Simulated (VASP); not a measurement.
# Li2S (Fm-3m) in VASP: single point with PBE0

Aim: the single point of Li2S with PBE0.

Program: VASP 6.6.1. These are calculated values, not measurements. Logs are shortened: lines on timing, memory, paths and dates and some standing lists are left out, and cuts for length are marked.

## 1. The structure

Symmetry: Fm-3m, No. 225, cubic system. The conventional cell has a = 5.653 Å, b = 5.653 Å, c = 5.653 Å, α = 90.00°, β = 90.00°, γ = 90.00°. Li (site symmetry -43m) has 4 S at 2.45 Å as nearest neighbours. S (site symmetry m-3m) is surrounded by 8 Li at 2.45 Å.

The cell comes from a database or a generator and needn't be the stable form of this composition.

## 2. Single point, PBE0

Input file POSCAR:

```
Li2S
1.0
    0.0000000000      2.8263500000      2.8263500000
    2.8263500000      0.0000000000      2.8263500000
    2.8263500000      2.8263500000      0.0000000000
Li S
2 1
Direct
    0.7500000000      0.7500000000      0.7500000000
    0.2500000000      0.2500000000      0.2500000000
    0.0000000000      0.0000000000      0.0000000000
```

Input file INCAR.step1:

```
PREC     = Accurate       # precision mode
ENCUT    = 520            # plane-wave cutoff, eV
EDIFF    = 1E-5           # SCF threshold, eV
ISMEAR   = 0              # smearing method
SIGMA    = 0.02           # smearing width, eV
LREAL    = False          # projectors in reciprocal space
LASPH    = True           # aspherical terms in the spheres
NELM     = 80             # most SCF steps
ALGO     = Normal         # electronic algorithm
ISIF     = 2              # what is computed and relaxed
LWAVE    = True           # write WAVECAR
LCHARG   = False          # write CHGCAR
GGA      = PE             # functional
```

Input file INCAR.step2:

```
PREC     = Accurate       # precision mode
ENCUT    = 520            # plane-wave cutoff, eV
EDIFF    = 1E-7           # SCF threshold, eV
ISMEAR   = 0              # smearing method
SIGMA    = 0.02           # smearing width, eV
LREAL    = False          # projectors in reciprocal space
LASPH    = True           # aspherical terms in the spheres
NELM     = 80             # most SCF steps
ALGO     = Normal         # electronic algorithm
ISIF     = 2              # what is computed and relaxed
LWAVE    = False          # write WAVECAR
LCHARG   = False          # write CHGCAR
GGA      = PE             # functional
LHFCALC  = True           # exact exchange
AEXX     = 0.25           # exact-exchange fraction
PRECFOCK = Fast         
ISTART   = 1
```

Input file KPOINTS:

```
regular mesh
0
Gamma
  6 6 6
```

Potentials or basis: VASP PAW PBE potentials, release 64 (Li_sv, S).

Command:

```console
$ cat potpaw_PBE.64/Li_sv/POTCAR potpaw_PBE.64/S/POTCAR > POTCAR
$ cp INCAR.step1 INCAR
$ mpirun -np 1 vasp_std > vasp.out
$ cp INCAR.step2 INCAR
$ mpirun -np 1 vasp_std > vasp.out
```

OUTCAR:

```text
PREC = Accurate
   ENCUT = 520
   EDIFF = 1E-7
   ISMEAR = 0
   LREAL = False
   LASPH = True
   NELM = 80
   ISIF = 2
   GGA = PE
   LHFCALC = True
   AEXX = 0.25
   PRECFOCK = Fast
   ISTART = 1

 ion  position               nearest neighbor table
   1  0.750  0.750  0.750-   3 2.45   3 2.45   3 2.45   3 2.45
   2  0.250  0.250  0.250-   3 2.45   3 2.45   3 2.45   3 2.45
   3  0.000  0.000  0.000-   1 2.45   2 2.45   1 2.45   1 2.45   1 2.45   2 2.45   2 2.45   2 2.45

  LATTYP: Found a face centered cubic cell.
 ALAT       =     5.6527000000

  Lattice vectors:

 A1 = (   0.0000000000,   2.8263500000,   2.8263500000)
 A2 = (   2.8263500000,   0.0000000000,   2.8263500000)
 A3 = (   2.8263500000,   2.8263500000,   0.0000000000)

Analysis of symmetry for initial positions (statically):
=====================================================================
 Subroutine PRICEL returns:
 Original cell was already a primitive cell.

 Routine SETGRP: Setting up the symmetry group for a
 face centered cubic supercell.

 Subroutine GETGRP returns: Found 48 space group operations
 (whereof 48 operations were pure point group operations)
 out of a pool of 48 trial point group operations.

The static configuration has the point symmetry O_h .

Analysis of symmetry for dynamics (positions and initial velocities):
=====================================================================
 Subroutine PRICEL returns:
 Original cell was already a primitive cell.

 Routine SETGRP: Setting up the symmetry group for a
 face centered cubic supercell.

 Subroutine GETGRP returns: Found 48 space group operations
 (whereof 48 operations were pure point group operations)
 out of a pool of 48 trial point group operations.

The dynamic configuration has the point symmetry O_h .

 Subroutine INISYM returns: Found 48 space group operations
 (whereof 48 operations are pure point group operations),
 and found     1 'primitive' translations

----------------------------------------------------------------------------------------

                                     Primitive cell

  volume of cell :      45.1552

  direct lattice vectors                    reciprocal lattice vectors
     0.000000000  2.826350000  2.826350000    -0.176906611  0.176906611  0.176906611
     2.826350000  0.000000000  2.826350000     0.176906611 -0.176906611  0.176906611
     2.826350000  2.826350000  0.000000000     0.176906611  0.176906611 -0.176906611

  length of vectors
     3.997062502  3.997062502  3.997062502     0.306411238  0.306411238  0.306411238

  position of ions in fractional coordinates (direct lattice)
     0.750000000  0.750000000  0.750000000
     0.250000000  0.250000000  0.250000000
     0.000000000  0.000000000  0.000000000

  ion indices of the primitive-cell ions
   primitive index   ion index
                 1           1
                 2           2
                 3           3

----------------------------------------------------------------------------------------

 KPOINTS: regular mesh

Automatic generation of k-mesh.
 Grid dimensions read from file:
 generate k-points for:    6    6    6

 Generating k-lattice:

  Cartesian coordinates                     Fractional coordinates (reciprocal lattice)
    -0.029484435  0.029484435  0.029484435     0.166666667  0.000000000  0.000000000
     0.029484435 -0.029484435  0.029484435     0.000000000  0.166666667  0.000000000
     0.029484435  0.029484435 -0.029484435     0.000000000  0.000000000  0.166666667

  Length of vectors
     0.051068540  0.051068540  0.051068540

  Shift w.r.t. Gamma in fractional coordinates (k-lattice)
     0.000000000  0.000000000  0.000000000

 Subroutine IBZKPT returns following result:
 ===========================================

 Found     16 irreducible k-points:

 Following reciprocal coordinates:
            Coordinates               Weight
  0.000000  0.000000  0.000000      1.000000
  0.166667  0.000000  0.000000      8.000000
  0.333333  0.000000  0.000000      8.000000
  0.500000  0.000000  0.000000      4.000000
  0.166667  0.166667  0.000000      6.000000
  0.333333  0.166667  0.000000     24.000000
[... 8 lines left out ...]
 -0.333333  0.333333  0.166667     24.000000
 -0.333333  0.500000  0.166667     12.000000
   k-points           NKPTS =     16   k-points in BZ     NKDIM =    216   number of bands    NBANDS=     10
   number of dos      NEDOS =    301   number of ions     NIONS =      3
   total plane-waves  NPLWV =  27000
   dimension x,y,z NGX =    30 NGY =   30 NGZ =   30
   dimension x,y,z NGXF=    60 NGYF=   60 NGZF=   60
   ions per type =               2   1
   NGX,Y,Z   is equivalent  to a cutoff of  12.48, 12.48, 12.48 a.u.
   NGXF,Y,Z  is equivalent  to a cutoff of  24.96, 24.96, 24.96 a.u.
 SYSTEM =  unknown system
   PREC   = accura    normal or accurate (medium, high low for compatibility)
   ISTART =      1    job   : 0-new  1-cont  2-samecut
   ICHARG =      0    charge: 1-file 2-atom 10-const
   ISPIN  =      1    spin polarized calculation?
   LNONCOLLINEAR =      F non collinear calculations
   LSORBIT =      F    spin-orbit coupling
   LASPH  =      T    aspherical Exc in radial PAW
   ENCUT  =  520.0 eV  38.22 Ry    6.18 a.u.   7.43  7.43  7.43*2*pi/ulx,y,z
   NELM   =     80;   NELMIN=  2; NELMDL=  0     # of ELM steps
   EDIFF  = 0.1E-06   stopping-criterion for ELM
   LREAL  =      F    real-space projection
   EDIFFG = 0.1E-05   stopping-criterion for IOM
   NSW    =      0    number of steps for IOM
   IBRION =     -1    ionic relax: 0-MD 1-quasi-New 2-CG
   NFREE  =      0    steps in history (QN), initial steepest desc. (CG)
   ISIF   =      2    stress and relaxation
   ISYM   =      3    0-nonsym 1-usesym 2-fastsym
   POTIM  = 0.5000    time-step for ionic-motion
   TEBEG  =    0.0;   TEEND  =   0.0 temperature during run
   PSTRESS=    0.0 pullay stress
   NELECT =      12.0000    total number of electrons
   NUPDOWN=      -1.0000    fix difference up-down
   EMIN   =  10.00;   EMAX   =-10.00  energy-range for DOS
   EFERMI =   0.00;   METHOD = LEGACY
   ISMEAR =     0;   SIGMA  =   0.02  broadening in eV -4-tet -1-fermi 0-gaus
   EFERMI_NEDOS =   21; number of points for ismear=-14 and -15
   IALGO  =     38    algorithm
   IMIX   =      1    mixing-type and parameters
     AMIX     =   0.40;   BMIX     =  1.00
     AMIX_MAG =   1.60;   BMIX_MAG =  1.00
  volume/ion in A,a.u.               =      15.05       101.57
  Fermi-wavevector in a.u.,A,eV,Ry     =   1.052526  1.988985 15.072670  1.107810
  Thomas-Fermi vector in A             =   2.187612
   LORBIT       =      0    0 simple, 1 ext, 2 COOP (PROOUT), +10 PAW based schemes
   GGA     = PE    functional components
   LHFCALC =     T    Hartree Fock is set to
   PRECFOCK=fast      Normal, Fast or Accurate (Low or Medium for compatibility)
   ENCUT4O =  -1.0   cutoff for four orbital integrals eV
   NKREDX  =     1    reduce k-point grid by
   NKREDY  =     1    reduce k-point grid by
   NKREDZ  =     1    reduce k-point grid by
   AEXX    =    0.2500 exact exchange contribution
   HFSCREEN=    0.0000 screening length (either q_TF or 0.3 A-1)
   HFSCREENC=   0.0000 screening length for correlation (either q_TF or 0.3 A-1)
   ENCUTFOCK=  -1.0 apply spherical cutoff to Coloumb kernel
   IVDW    =     0    specifies the selected vdW correction
   LEPSILON=     F    determine dielectric tensor
   LRPA    =     F    only Hartree local field effects (RPA)
 non-spin polarized calculation
 Gauss-broadening in eV      SIGMA  =   0.02
  energy-cutoff  :      520.00
  volume of cell :       45.16
 maximum number of plane-waves:      1243
 NGX is ok and might be reduce to    30
  NGX = 18; NGY = 18; NGZ = 18

 number of electron      12.0000004 magnetization

 Free energy of the ion-electron system (eV)
  ---------------------------------------------------
  ext. energy  EPLUGINS =         0.00000000
  ---------------------------------------------------
  free energy    TOTEN  =       -14.41418657 eV

  energy without entropy =      -14.41418657  energy(sigma->0) =      -14.41418657

 E-fermi :   0.6241     XC(G=0):  -6.7981

 val. band max:        0.5144358856   @ k =   0.0000   0.0000   0.0000
 cond. band min:       5.5329125808   @ k =   0.5000   0.5000   0.0000
 fundamental gap:      5.0184766952
 Fermi energy:         0.6241125691

 k-point     1 :       0.0000    0.0000    0.0000
  band No.  band energies     occupation
      1     -46.6437      2.00000
      2     -46.5954      2.00000
      3     -11.7856      2.00000
      4       0.5144      2.00000
      5       0.5144      2.00000
      6       0.5144      2.00000
      7       6.6747      0.00000
      8       8.6678      0.00000
      9       8.6678      0.00000
     10       8.6678      0.00000

 k-point     2 :       0.1667    0.0000    0.0000
  band No.  band energies     occupation
      1     -46.6402      2.00000
      2     -46.5982      2.00000
      3     -11.6691      2.00000
      4      -0.5472      2.00000
      5       0.3499      2.00000
      6       0.3499      2.00000
      7       7.3763      0.00000
      8       9.0714      0.00000
      9       9.0714      0.00000
     10       9.3410      0.00000

 k-point     3 :       0.3333    0.0000    0.0000
  band No.  band energies     occupation
      1     -46.6307      2.00000
      2     -46.6064      2.00000
      3     -11.4111      2.00000
      4      -2.1125      2.00000
      5       0.0639      2.00000
      6       0.0639      2.00000
      7       8.2442      0.00000
      8       9.1995      0.00000
      9       9.1995      0.00000
     10      10.5471      0.00000
[... 144 lines left out ...]
 k-point    15 :      -0.3333    0.3333    0.1667
  band No.  band energies     occupation
      1     -46.6179      2.00000
      2     -46.6178      2.00000
      3     -11.1441      2.00000
      4      -2.1659      2.00000
      5      -1.2513      2.00000
      6      -0.8100      2.00000
      7       7.9576      0.00000
      8       9.4523      0.00000
      9      11.6665      0.00000
     10      12.2150      0.00000

 k-point    16 :      -0.3333    0.5000    0.1667
  band No.  band energies     occupation
      1     -46.6219      2.00000
      2     -46.6135      2.00000
      3     -11.1047      2.00000
      4      -1.7817      2.00000
      5      -1.3710      2.00000
      6      -1.3445      2.00000
      7       6.9218      0.00000
      8      10.5149      0.00000
      9      11.0022      0.00000
     10      12.8466      0.00000

------------------------ aborting loop because EDIFF is reached ----------------------------------------

  FORCE on cell =-STRESS in cart. coord.  units (eV):
  Direction    XX          YY          ZZ          XY          YZ          ZX
  --------------------------------------------------------------------------------------
  -------------------------------------------------------------------------------------
  Total        0.1040242      0.1040242      0.1040242      0.0000000      0.0000000      0.0000000
  in kB        3.6909413      3.6909413      3.6909413      0.0000000      0.0000000      0.0000000
  external PRESSURE =       3.6909413 kB  Pullay stress =       0.0000000 kB

 VOLUME and BASIS-vectors are now :
 -----------------------------------------------------------------------------
  energy-cutoff  :      520.00
  volume of cell :       45.16
      direct lattice vectors                 reciprocal lattice vectors
     0.000000000  2.826350000  2.826350000    -0.176906611  0.176906611  0.176906611
     2.826350000  0.000000000  2.826350000     0.176906611 -0.176906611  0.176906611
     2.826350000  2.826350000  0.000000000     0.176906611  0.176906611 -0.176906611

 POSITION                                       TOTAL-FORCE (eV/Angst)
 -----------------------------------------------------------------------------------
      4.23953      4.23953      4.23953        -0.000000     -0.000000     -0.000000
      1.41318      1.41318      1.41318         0.000000      0.000000      0.000000
      0.00000      0.00000      0.00000        -0.000000     -0.000000     -0.000000
 -----------------------------------------------------------------------------------
    total drift:                               -0.000000     -0.000000     -0.000000

  FREE ENERGIE OF THE ION-ELECTRON SYSTEM (eV)
  ---------------------------------------------------
  free  energy   TOTEN  =       -14.4141865741 eV

  energy  without entropy=      -14.4141865741  energy(sigma->0) =      -14.41418657
```

Run time: 7 min. Hardware: 1 thread of Intel Xeon Platinum 8259CL at 2.50GHz (Skylake/Cascade Lake), shared host; peak memory 0.18 GiB.

What came out:

```
Free energy            : -14.4142 eV
Band gap on the k mesh : 5.02 eV, indirect (least direct gap 6.16 eV)
```

Levels at points of the mesh, in eV from the valence-band top:
| k point | band 2 | band 3 | band 4 | band 5 | band 6 | band 7 | band 8 | band 9 | band 10 |
| --- | --- | --- | --- | --- | --- | --- | --- | --- | --- |
| (0.00, 0.00, 0.00) | -47.11 | -12.30 | 0.00 | 0.00 | 0.00 | 6.16 | 8.15 | 8.15 | 8.15 |
| (0.50, 0.00, 0.00) | -47.13 | -11.78 | -3.28 | -0.58 | -0.58 | 8.13 | 8.48 | 8.48 | 10.48 |
| (0.50, 0.50, 0.00) | -47.12 | -11.63 | -2.49 | -1.61 | -1.61 | 5.02 | 9.08 | 13.47 | 13.47 |

Caveat: the cutoff is under 1.25 times the usual one of these potentials, so pressure, stress and relaxed cells hold a basis-set (Pulay) error; the PAW data sets were made with another functional, which shifts forces and pressure a little. A k mesh can miss the band edges.
